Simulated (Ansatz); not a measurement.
# What strain does to LiF (P6_3mc)

LiF (P6_3mc) from a database structure, relaxed with r2SCAN in the PAW code Ansatz. The symmetry is P6_3mc (No. 186, hexagonal); a = 3.081 Å, c = 4.785 Å in the conventional setting, 9.83 Å³ an atom. Li has 4 F at 1.86–1.87 Å; F has 4 Li at 1.86–1.87 Å.

The axes x, y and z are those of this cell:
```
CELL_PARAMETERS angstrom
3.08105 0.00000 0.00000
-1.54053 2.66827 0.00000
0.00000 0.00000 4.78523
ATOMIC_POSITIONS crystal
Li 0.33333 0.66667 0.38244
Li 0.66667 0.33333 0.88244
F 0.33333 0.66667 0.99256
F 0.66667 0.33333 0.49256
```

Unstrained: With PBE the gap is 7.851 eV and direct, at Γ. The r2SCAN gap is direct at Γ: 8.583 eV. With HSE06 the gap is 10.026 eV and direct, at Γ. Meshes: PBE 12×12×6, r2SCAN 12×12×6, HSE06 6×6×4. Strains are changes of length per length. After each strain the atoms were relaxed again with r2SCAN in this cell and within any symmetry left, so distortions that break it or need a larger cell weren't tested; points keep the names that they have in the unstrained zone. No spin polarisation and no zero-point or thermal motion.

Changes of the least gap in eV (an overlap counts as a negative gap):
```json
{"strain": "isotropic -3.34 % on every length", "volume change (%)": "-9.7", "space group": "P6_3mc", "PBE": "+0.569", "r2SCAN": "+0.593", "HSE06": "+0.618", "energy rise, r2SCAN (meV/atom)": "20.4"}
{"strain": "uniaxial +0.66 % along y", "volume change (%)": "+0.7", "space group": "Cmc2_1", "PBE": "-0.042", "r2SCAN": "-0.044", "HSE06": "-0.046", "energy rise, r2SCAN (meV/atom)": "0.1"}
{"strain": "biaxial -0.98 % in x and y, z held", "volume change (%)": "-2.0", "space group": "P6_3mc", "PBE": "+0.132", "r2SCAN": "+0.136", "HSE06": "+0.142", "energy rise, r2SCAN (meV/atom)": "0.9"}
{"strain": "uniaxial -5.69 % along x", "volume change (%)": "-5.7", "space group": "Cmc2_1", "PBE": "+0.385", "r2SCAN": "+0.400", "HSE06": "+0.422", "energy rise, r2SCAN (meV/atom)": "9.8"}
```

Isotropic -3.34 % on every length. HSE06: the gap goes from 10.026 to 10.644 eV (+0.618 eV). Stress change with r2SCAN, compression positive: xx +7.74, yy +7.74, zz +6.76 GPa. For HSE06, dE_g/d ln V = -6.1 eV over this step.

Uniaxial +0.66 % along y, other directions held. HSE06: the gap goes from 10.026 to 9.980 eV (-0.046 eV). Stress change with r2SCAN, compression positive: xx -0.32, yy -0.59, zz -0.29 GPa.

Biaxial -0.98 % in x and y, z held. HSE06: the gap goes from 10.026 to 10.168 eV (+0.142 eV). Stress change with r2SCAN, compression positive: xx +1.40, yy +1.40, zz +0.98 GPa.

Uniaxial -5.69 % along x, other directions held. HSE06: the gap goes from 10.026 to 10.448 eV (+0.422 eV). Stress change with r2SCAN, compression positive: xx +5.80, yy +3.11, zz +2.88 GPa.

The meshes of the hybrids are coarse, so their gaps aren't converged to the digits shown.
